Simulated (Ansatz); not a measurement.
```yaml
crystal:
  lattice:
    - [-2.1787081677, 2.1787081677, 2.1787081677]
    - [2.1787081677, -2.1787081677, 2.1787081677]
    - [2.1787081677, 2.1787081677, -2.1787081677]
  atoms:
    - { symbol: Yb, position: [0.0, 0.0, 0.0] }
basis:
  ecutwfc: 420
  ecutrho_ratio: 4
kpoints:
  mp_grid: { grid: [14, 14, 14] }
hamiltonian:
  xc: pbe
scf:
  occupations: { method: gaussian, width: 0.05 }
output:
  forces: true
  stress: true
  eigenvalues: true
```

Task: What does this Ansatz input ask for?

Result: It asks for a single-point calculation of Yb with PBE (scalar-relativistic), a cutoff of 420 eV (density cutoff 4 times that), a Γ-centred 14×14×14 mesh and Gaussian smearing of 0.05 eV, without spin polarisation. Forces, stress and eigenvalues are wanted.

Task: How large is the problem?

Result: 24 valence electrons, 791 plane waves at Γ, 48 symmetry operations and 104 irreducible k-points; it took 8 SCF iterations in all.

At room temperature and ambient pressure Yb is fcc.
